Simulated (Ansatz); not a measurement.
Input and steps of a relaxation of cell and atoms on BN (4H polytype) (the PAW code Ansatz, PBEsol). It starts from a guessed cell.

```yaml
crystal:
  lattice:
    - [2.3841700163, 0.0, 0.0]
    - [-1.1920850082, 2.0647518011, 0.0]
    - [0.0, 0.0, 7.7866992733]
  atoms:
    - { symbol: B, position: [0.0, 0.0, 0.0] }
    - { symbol: B, position: [0.3333333333, 0.6666666667, 0.25] }
    - { symbol: B, position: [0.0, 0.0, 0.5] }
    - { symbol: B, position: [0.6666666667, 0.3333333333, 0.75] }
    - { symbol: "N", position: [0.0, 0.0, 0.1875] }
    - { symbol: "N", position: [0.3333333333, 0.6666666667, 0.4375] }
    - { symbol: "N", position: [0.0, 0.0, 0.6875] }
    - { symbol: "N", position: [0.6666666667, 0.3333333333, 0.9375] }
kpoints:
  mp_grid: { grid: [9, 9, 4] }
hamiltonian:
  xc: pbesol
scf:
  occupations: { method: fermi_dirac, width: 0.03 }
relax:
  f_tol: 0.01
  cell: {}
  max_steps: 120
```

The trajectory has 10 recorded frames, each with fractional positions and then forces in eV/Å along x, y and z. The last, and any step after a large change of cell, is solved on a basis re-selected at its cell; pressure is positive in compression.

Step 1: energy 0.0 meV/atom from step 1, largest force component 0.311 eV/Å, pressure +112.64 GPa; a = 2.384 Å, b = 2.384 Å, c = 7.787 Å, α = 90.00°, β = 90.00°, γ = 120.00°
```
B  0.0000 0.0000 0.0000     0.000   0.000   0.215
B  0.3333 0.6667 0.2500     0.000   0.000  -0.169
B  0.0000 0.0000 0.5000     0.000   0.000   0.215
B  0.6667 0.3333 0.7500     0.000   0.000  -0.169
N  0.0000 0.0000 0.1875     0.000   0.000  -0.311
N  0.3333 0.6667 0.4375     0.000   0.000   0.264
N  0.0000 0.0000 0.6875     0.000   0.000  -0.311
N  0.6667 0.3333 0.9375     0.000   0.000   0.264
```

Step 2: energy -246.3 meV/atom from step 1, largest force component 0.102 eV/Å, pressure +43.53 GPa; a = 2.464 Å, b = 2.464 Å, c = 8.089 Å, α = 90.00°, β = 90.00°, γ = 120.00°
```
B  0.0000 0.0000 0.0003     0.000   0.000   0.060
B  0.3333 0.6667 0.2500     0.000   0.000  -0.084
B  0.0000 0.0000 0.5003     0.000   0.000   0.060
B  0.6667 0.3333 0.7500     0.000   0.000  -0.084
N  0.0000 0.0000 0.1871     0.000   0.000  -0.077
N  0.3333 0.6667 0.4376     0.000   0.000   0.102
N  0.0000 0.0000 0.6871     0.000   0.000  -0.077
N  0.6667 0.3333 0.9376     0.000   0.000   0.102
```

Step 3: energy -304.2 meV/atom from step 1, largest force component 0.042 eV/Å, pressure -5.77 GPa; a = 2.548 Å, b = 2.548 Å, c = 8.378 Å, α = 90.00°, β = 90.00°, γ = 120.00°
```
B  0.0000 0.0000 0.0003     0.000   0.000   0.026
B  0.3333 0.6667 0.2497     0.000   0.000   0.018
B  0.0000 0.0000 0.5003     0.000   0.000   0.026
B  0.6667 0.3333 0.7497     0.000   0.000   0.018
N  0.0000 0.0000 0.1871     0.000   0.000  -0.042
N  0.3333 0.6667 0.4379     0.000   0.000  -0.002
N  0.0000 0.0000 0.6871     0.000   0.000  -0.042
N  0.6667 0.3333 0.9379     0.000   0.000  -0.002
```

Step 4: energy -306.1 meV/atom from step 1, largest force component 0.017 eV/Å, pressure -0.54 GPa; a = 2.538 Å, b = 2.538 Å, c = 8.341 Å, α = 90.00°, β = 90.00°, γ = 120.00°
```
B  0.0000 0.0000 0.0004     0.000   0.000   0.017
B  0.3333 0.6667 0.2497     0.000   0.000   0.009
B  0.0000 0.0000 0.5004     0.000   0.000   0.017
B  0.6667 0.3333 0.7497     0.000   0.000   0.009
N  0.0000 0.0000 0.1870     0.000   0.000  -0.017
N  0.3333 0.6667 0.4379     0.000   0.000  -0.009
N  0.0000 0.0000 0.6870     0.000   0.000  -0.017
N  0.6667 0.3333 0.9379     0.000   0.000  -0.009
```

Step 5: energy -306.2 meV/atom from step 1, largest force component 0.015 eV/Å, pressure 0.00 GPa; a = 2.537 Å, b = 2.537 Å, c = 8.337 Å, α = 90.00°, β = 90.00°, γ = 120.00°
```
B  0.0000 0.0000 0.0004     0.000   0.000  -0.015
B  0.3333 0.6667 0.2497     0.000   0.000  -0.004
B  0.0000 0.0000 0.5004     0.000   0.000  -0.015
B  0.6667 0.3333 0.7497     0.000   0.000  -0.004
N  0.0000 0.0000 0.1870     0.000   0.000   0.008
N  0.3333 0.6667 0.4379     0.000   0.000   0.010
N  0.0000 0.0000 0.6870     0.000   0.000   0.008
N  0.6667 0.3333 0.9379     0.000   0.000   0.010
```

Step 6: energy -306.2 meV/atom from step 1, largest force component 0.000 eV/Å, pressure 0.00 GPa; a = 2.537 Å, b = 2.537 Å, c = 8.337 Å, α = 90.00°, β = 90.00°, γ = 120.00°
```
B  0.0000 0.0000 0.0004     0.000   0.000   0.000
B  0.3333 0.6667 0.2497     0.000   0.000   0.000
B  0.0000 0.0000 0.5004     0.000   0.000   0.000
B  0.6667 0.3333 0.7497     0.000   0.000   0.000
N  0.0000 0.0000 0.1870     0.000   0.000   0.000
N  0.3333 0.6667 0.4379     0.000   0.000   0.000
N  0.0000 0.0000 0.6870     0.000   0.000   0.000
N  0.6667 0.3333 0.9379     0.000   0.000   0.000
```

Step 7: energy -323.5 meV/atom from step 1, largest force component 0.002 eV/Å, pressure +3.91 GPa; a = 2.537 Å, b = 2.537 Å, c = 8.337 Å, α = 90.00°, β = 90.00°, γ = 120.00°
```
B  0.0000 0.0000 0.0004     0.000   0.000  -0.002
B  0.3333 0.6667 0.2497     0.000   0.000  -0.002
B  0.0000 0.0000 0.5004     0.000   0.000  -0.002
B  0.6667 0.3333 0.7497     0.000   0.000  -0.002
N  0.0000 0.0000 0.1870     0.000   0.000   0.002
N  0.3333 0.6667 0.4379     0.000   0.000   0.001
N  0.0000 0.0000 0.6870     0.000   0.000   0.002
N  0.6667 0.3333 0.9379     0.000   0.000   0.001
```

Step 8: energy -323.8 meV/atom from step 1, largest force component 0.000 eV/Å, pressure +0.27 GPa; a = 2.544 Å, b = 2.544 Å, c = 8.364 Å, α = 90.00°, β = 90.00°, γ = 120.00°
```
B  0.0000 0.0000 0.0004     0.000   0.000   0.000
B  0.3333 0.6667 0.2497     0.000   0.000   0.000
B  0.0000 0.0000 0.5004     0.000   0.000   0.000
B  0.6667 0.3333 0.7497     0.000   0.000   0.000
N  0.0000 0.0000 0.1870     0.000   0.000   0.000
N  0.3333 0.6667 0.4379     0.000   0.000   0.000
N  0.0000 0.0000 0.6870     0.000   0.000   0.000
N  0.6667 0.3333 0.9379     0.000   0.000   0.000
```

Step 9: energy -323.8 meV/atom from step 1, largest force component 0.001 eV/Å, pressure +0.01 GPa; a = 2.545 Å, b = 2.545 Å, c = 8.366 Å, α = 90.00°, β = 90.00°, γ = 120.00°
```
B  0.0000 0.0000 0.0004     0.000   0.000   0.000
B  0.3333 0.6667 0.2497     0.000   0.000   0.000
B  0.0000 0.0000 0.5004     0.000   0.000   0.000
B  0.6667 0.3333 0.7497     0.000   0.000   0.000
N  0.0000 0.0000 0.1870     0.000   0.000   0.000
N  0.3333 0.6667 0.4379     0.000   0.000   0.001
N  0.0000 0.0000 0.6870     0.000   0.000   0.000
N  0.6667 0.3333 0.9379     0.000   0.000   0.001
```

Step 10: energy -324.2 meV/atom from step 1, largest force component 0.000 eV/Å, pressure +0.04 GPa; a = 2.545 Å, b = 2.545 Å, c = 8.366 Å, α = 90.00°, β = 90.00°, γ = 120.00°
```
B  0.0000 0.0000 0.0004     0.000   0.000   0.000
B  0.3333 0.6667 0.2497     0.000   0.000   0.000
B  0.0000 0.0000 0.5004     0.000   0.000   0.000
B  0.6667 0.3333 0.7497     0.000   0.000   0.000
N  0.0000 0.0000 0.1870     0.000   0.000   0.000
N  0.3333 0.6667 0.4379     0.000   0.000   0.000
N  0.0000 0.0000 0.6870     0.000   0.000   0.000
N  0.6667 0.3333 0.9379     0.000   0.000   0.000
```

The walk took 8 steps and changed the volume by +22.4 %. The last SCF, on a fresh basis, lies 324 meV an atom below the first. Final cell: it is hexagonal, P6_3mc (No. 186); a = 2.545 Å, c = 8.366 Å in the conventional setting, 5.87 Å³ an atom. Around B lie 4 N at 1.56 Å; around B lie 4 N at 1.56–1.57 Å; around N lie 4 B at 1.56 Å; around N lie 4 B at 1.56–1.57 Å.

Run as `ansatz run input.yaml --threads 4 --pin off --max-ram 4608MiB --backend cpu --events-out ev --progress --plain --runs-dir out`. Wall time 48 s on 4 threads of Intel(R) Xeon(R) Processor @ 2.50GHz (Skylake/Cascade Lake) (shared host), load about 0.4 per core; peak host memory 0.41 GiB.

The structure was generated, not taken from experiment, and needn't be the ground state; spin polarisation is off.
